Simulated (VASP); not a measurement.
# AlN (P6_3/mmc) in VASP: Born charges and dielectric tensor with LDA

Aim: the Born charges and dielectric tensor of AlN with LDA.

Program: VASP 6.6.1. These are calculated values, not measurements. Logs are shortened: lines on timing, memory, paths and dates and some standing lists are left out, and cuts for length are marked.

## 1. The structure

The structure is hexagonal, space group P6_3/mmc (No. 194). The conventional cell has a = 3.279 Å, b = 3.279 Å, c = 4.102 Å, α = 90.00°, β = 90.00°, γ = 120.00°. Al (site symmetry -6m2) has 5 N at 1.89 to 2.05 Å as nearest neighbours. N (site symmetry -6m2) has 5 Al at 1.89 to 2.05 Å as nearest neighbours.

Measurements of this composition are mostly on another form, of space group No. 186.

## 2. Born charges and dielectric tensor, LDA

File INCAR:

```
ALGO     = Normal         # electronic algorithm
EDIFF    = 1E-8           # SCF threshold, eV
ENCUT    = 600            # plane-wave cutoff, eV
GGA      = CA             # functional
IBRION   = 8              # ionic algorithm
ISIF     = 2              # what is computed and relaxed
ISMEAR   = 0              # smearing method
LASPH    = T              # aspherical terms in the spheres
LCHARG   = F              # write CHGCAR
LEPSILON = T              # dielectric tensor by DFPT
LREAL    = F              # projectors in reciprocal space
LWAVE    = F              # write WAVECAR
NELM     = 60             # most SCF steps
NSW      = 1              # ionic steps
PREC     = Accurate       # precision mode
SIGMA    = 0.02           # smearing width, eV
```

File KPOINTS:

```
k-points
0
Gamma
  3 3 2
```

File POSCAR:

```
AlN
1.0
    3.2790000000      0.0000000000      0.0000000000
   -1.6395000000      2.8397000000      0.0000000000
    0.0000000000      0.0000000000      4.1017000000
Al N
2 2
Direct
    0.3333300000      0.6666700000      0.7500000000
    0.6666700000      0.3333300000      0.2500000000
    0.3333300000      0.6666700000      0.2500000000
    0.6666700000      0.3333300000      0.7500000000
```

Potentials or basis: VASP PAW LDA potentials, release 64 (Al, N).

Command:

```sh
cat potpaw_LDA.64/Al/POTCAR potpaw_LDA.64/N/POTCAR > POTCAR
mpirun -np 1 vasp_std > vasp.out
```

OUTCAR:

```text
EDIFF = 1E-8
   ENCUT = 600
   GGA = CA
   IBRION = 8
   ISIF = 2
   ISMEAR = 0
   LASPH = T
   LEPSILON = T
   LREAL = F
   NELM = 60
   NSW = 1
   PREC = Accurate

 ion  position               nearest neighbor table
   1  0.333  0.667  0.750-   4 1.89   4 1.89   4 1.89   3 2.05   3 2.05   2 2.79   2 2.79   2 2.79
                             2 2.79   2 2.79   2 2.79
   2  0.667  0.333  0.250-   3 1.89   3 1.89   3 1.89   4 2.05   4 2.05   1 2.79   1 2.79   1 2.79
                             1 2.79   1 2.79   1 2.79
   3  0.333  0.667  0.250-   2 1.89   2 1.89   2 1.89   1 2.05   1 2.05
   4  0.667  0.333  0.750-   1 1.89   1 1.89   1 1.89   2 2.05   2 2.05

  LATTYP: Found a hexagonal cell.
 ALAT       =     3.2790000000
 C/A-ratio  =     1.2508996645

  Lattice vectors:

 A1 = (   3.2790000000,   0.0000000000,   0.0000000000)
 A2 = (  -1.6395000000,   2.8397000000,   0.0000000000)
 A3 = (   0.0000000000,   0.0000000000,   4.1017000000)

Analysis of symmetry for initial positions (statically):
=====================================================================
 Subroutine PRICEL returns:
 Original cell was already a primitive cell.

 Routine SETGRP: Setting up the symmetry group for a
 hexagonal supercell.

 Subroutine GETGRP returns: Found  8 space group operations
 (whereof  4 operations were pure point group operations)
 out of a pool of 24 trial point group operations.

The static configuration has the point symmetry C_2h.
 The point group associated with its full space group is D_2h.

Analysis of symmetry for dynamics (positions and initial velocities):
=====================================================================
 Subroutine PRICEL returns:
 Original cell was already a primitive cell.

 Routine SETGRP: Setting up the symmetry group for a
 hexagonal supercell.

 Subroutine GETGRP returns: Found  8 space group operations
 (whereof  4 operations were pure point group operations)
 out of a pool of 24 trial point group operations.

The dynamic configuration has the point symmetry C_2h.
 The point group associated with its full space group is D_2h.

 Subroutine INISYM returns: Found  8 space group operations
 (whereof  4 operations are pure point group operations),
 and found     1 'primitive' translations

----------------------------------------------------------------------------------------

                                     Primitive cell

  volume of cell :      38.1925

  direct lattice vectors                    reciprocal lattice vectors
     3.279000000  0.000000000  0.000000000     0.304971028  0.176074937  0.000000000
    -1.639500000  2.839700000  0.000000000     0.000000000  0.352149875  0.000000000
     0.000000000  0.000000000  4.101700000     0.000000000  0.000000000  0.243801351

  length of vectors
     3.279000000  3.279002339  4.101700000     0.352150126  0.352149875  0.243801351

  position of ions in fractional coordinates (direct lattice)
     0.333330000  0.666670000  0.750000000
     0.666670000  0.333330000  0.250000000
     0.333330000  0.666670000  0.250000000
     0.666670000  0.333330000  0.750000000

[... 299 lines left out ...]

[... ionic steps 4 to 9 ...]

--------------------------------------- Ionic step       10  -------------------------------------------

------------------------ aborting loop because EDIFF is reached ----------------------------------------

[... ionic steps 11 to 11 ...]

--------------------------------------- Ionic step       12  -------------------------------------------

 Free energy of the ion-electron system (eV)
  ---------------------------------------------------
  ---------------------------------------------------
  free energy    TOTEN  =        -0.24672586 eV

  energy without entropy =       -0.24672586

------------------------ aborting loop because EDIFF is reached ----------------------------------------

 INTERNAL STRAIN TENSOR  FOR ION    3  DIRECTION 3   (eV/Angst):
 -----------------------------------------------------------------------------
    -0.00471 -0.00001 -0.00519
    -0.00001 -0.00472  0.00300
    -0.00519  0.00300  0.00919

 MACROSCOPIC STATIC DIELECTRIC TENSOR (including local field effects in DFT)
 ------------------------------------------------------
           4.848948    -0.000039    -0.000000
          -0.000039     4.848913    -0.000000
          -0.000000     0.000000     5.200767
 ------------------------------------------------------

 PIEZOELECTRIC TENSOR (including local field effects)  for field in x, y, z        (e  Angst)
          XX          YY          ZZ          XY          YZ          ZX
  --------------------------------------------------------------------------------
  x     0.00000     0.00000     0.00000     0.00000     0.00000     0.00000
  y     0.00000     0.00000     0.00000     0.00000     0.00000     0.00000
  z     0.00000     0.00000     0.00000     0.00000     0.00000     0.00000

 PIEZOELECTRIC TENSOR (including local field effects)  for field in x, y, z        (C/m^2)
          XX          YY          ZZ          XY          YZ          ZX
  --------------------------------------------------------------------------------
  x     0.00000     0.00000     0.00000     0.00000     0.00000     0.00000
  y     0.00000     0.00000     0.00000     0.00000     0.00000     0.00000
  z     0.00000     0.00000     0.00000     0.00000     0.00000     0.00000

 BORN EFFECTIVE CHARGES (including local field effects) (in |e|, cummulative output)
 ---------------------------------------------------------------------------------
 ion    1
    1     2.57064     0.00000     0.00000
    2     0.00000     2.57064     0.00000
    3     0.00000     0.00000     3.08415
 ion    2
    1     2.57064     0.00000     0.00000
    2     0.00000     2.57064     0.00000
    3     0.00000     0.00000     3.08415
 ion    3
    1    -2.57064    -0.00000     0.00000
    2    -0.00000    -2.57064     0.00000
    3     0.00000     0.00000    -3.08415
 ion    4
    1    -2.57064    -0.00000     0.00000
    2    -0.00000    -2.57064     0.00000
    3     0.00000     0.00000    -3.08415

 INTERNAL STRAIN TENSOR FOR ION    4 for displacements in x,y,z  (eV/Angst):
          X           Y           Z          XY          YZ          ZX
  --------------------------------------------------------------------------------
  x    -0.02054     0.02424    -0.00020    13.97340     0.00000     0.00000
  y    14.11901   -14.12117     0.00012    -0.32123     0.00000     0.00000
  z     0.00000     0.00000     0.00000     0.00000    -0.00300     0.00519

 SECOND DERIVATIVES (NOT SYMMETRIZED)
 ------------------------------------
               1X          1Y          1Z          2X          2Y          2Z          3X          3Y          3Z          4X          4Y          4Z
  1X   -17.787960   -0.002759    0.000000    1.691868    0.004131    0.000000    2.380586   -0.004822    0.000000   13.715506    0.003450    0.000000
  1Y    -0.002759  -17.791180    0.000000    0.004131    1.696641    0.000000   -0.004822    2.375023    0.000000    0.003450   13.719516    0.000000
  1Z     0.000000    0.000000  -10.318669   -0.000000    0.000000    7.304998    0.000000    0.000000    0.957227    0.000000   -0.000000    2.056444
  2X     1.691868    0.004131    0.000000  -17.787960   -0.002759    0.000000   13.715506    0.003450    0.000000    2.380586   -0.004822    0.000000
  2Y     0.004131    1.696641    0.000000   -0.002759  -17.791180    0.000000    0.003450   13.719516    0.000000   -0.004822    2.375023    0.000000
  2Z    -0.000000    0.000000    7.304998    0.000000    0.000000  -10.318669    0.000000   -0.000000    2.056444    0.000000    0.000000    0.957227
  3X     2.381563   -0.003884    0.000000   13.715462    0.007428    0.000000  -18.717212   -0.026358    0.000000    2.620187    0.022814    0.000000
  3Y    -0.003884    2.377083    0.000000    0.007428   13.724065    0.000000   -0.026358  -18.747682    0.000000    0.022814    2.646535    0.000000
  3Z     0.000000   -0.000000    0.855762    0.000000   -0.000000    2.163043    0.000000    0.000000  -13.556883    0.000000    0.000000   10.538078
  4X    13.715462    0.007428    0.000000    2.381563   -0.003884    0.000000    2.620187    0.022814    0.000000  -18.717212   -0.026358    0.000000
  4Y     0.007428   13.724065    0.000000   -0.003884    2.377083    0.000000    0.022814    2.646535    0.000000   -0.026358  -18.747682    0.000000
  4Z     0.000000   -0.000000    2.163043    0.000000   -0.000000    0.855762    0.000000    0.000000   10.538078    0.000000    0.000000  -13.556883

 Eigenvectors and eigenvalues of the dynamical matrix
 ----------------------------------------------------

   1 f  =   21.184730 THz   133.107581 2PiTHz  706.646514 cm-1    87.612962 meV
             X         Y         Z           dx          dy          dz
     -0.000016  1.893143  3.076275     0.164121    0.284399   -0.000000
      1.639516  0.946557  1.025425    -0.164121   -0.284399    0.000000
     -0.000016  1.893143  1.025425     0.313012    0.542407   -0.000000
      1.639516  0.946557  3.076275    -0.313012   -0.542407    0.000000
[... 71 lines left out ...]
  12 f/i=    0.003609 THz     0.022678 2PiTHz    0.120396 cm-1     0.014927 meV
             X         Y         Z           dx          dy          dz
     -0.000016  1.893143  3.076275     0.000000    0.000000   -0.573910
      1.639516  0.946557  1.025425     0.000000    0.000000   -0.573910
     -0.000016  1.893143  1.025425     0.000000    0.000000   -0.413071
      1.639516  0.946557  3.076275     0.000000    0.000000   -0.413071

--------------------------------------------------------------------------------------------------------

 MACROSCOPIC STATIC DIELECTRIC TENSOR IONIC CONTRIBUTION
 ------------------------------------------------------
           3.890157    -0.000262     0.000000
          -0.000262     3.889862    -0.000000
           0.000000    -0.000000    29.882868
 ------------------------------------------------------

 ELASTIC MODULI CONTR FROM IONIC RELAXATION (kBar)
 Direction    XX          YY          ZZ          XY          YZ          ZX
 --------------------------------------------------------------------------------
 XX        -865.0178    865.1585     -0.0102     30.0476      0.0000     -0.0000
 YY         865.1585   -865.2993      0.0102    -30.2886     -0.0000      0.0000
 ZZ          -0.0102      0.0102     -0.0000      0.0177      0.0000     -0.0000
 XY          30.0476    -30.2886      0.0177   -842.7615     -0.0000      0.0000
 YZ           0.0000     -0.0000      0.0000     -0.0000     -0.0002      0.0003
 ZX          -0.0000      0.0000     -0.0000      0.0000      0.0003     -0.0006
 --------------------------------------------------------------------------------

 PIEZOELECTRIC TENSOR IONIC CONTR  for field in x, y, z        (C/m^2)
          XX          YY          ZZ          XY          YZ          ZX
  --------------------------------------------------------------------------------
  x     0.00000    -0.00000     0.00000    -0.00000    -0.00000     0.00000
  y     0.00000    -0.00000     0.00000    -0.00000     0.00000    -0.00000
  z     0.00000    -0.00000     0.00000    -0.00000     0.00000    -0.00000
```

Run time: 46 s. Hardware: 1 thread of Intel Xeon Platinum 8559C (Emerald Rapids), shared host; peak memory 0.17 GiB.

What came out:

```yaml
Band_gap_on_the_k_mesh: 3.61 eV, direct
Electronic_dielectric_tensor_diagonal: 4.85, 4.85, 5.20
Born_charges_mean_of_the_diagonal: Al +2.74; N -2.74 e
Highest_phonon_frequency_at_Γ_LO-TO_splitting_left_out: 707 cm⁻¹
```

Phonon frequencies in cm⁻¹ (negative: imaginary):
```csv
q point,frequencies
"(0.000, 0.000, 0.000)",0 0 0 298 336 336 420 685 689 689 705 707
```

Electronic dielectric tensor:
```
4.85 0.00 0.00
0.00 4.85 0.00
0.00 0.00 5.20
```

Born effective charge tensors (e):
atom 1, Al
```
2.57 0.00 0.00
0.00 2.57 0.00
0.00 0.00 3.08
```
atom 2, Al
```
2.57 0.00 0.00
0.00 2.57 0.00
0.00 0.00 3.08
```
atom 3, N
```
-2.57  0.00  0.00
 0.00 -2.57  0.00
 0.00  0.00 -3.08
```
atom 4, N
```
-2.57  0.00  0.00
 0.00 -2.57  0.00
 0.00  0.00 -3.08
```

Caveat: the k mesh is coarse (spacing up to 0.77 Å⁻¹), so the values aren't converged.
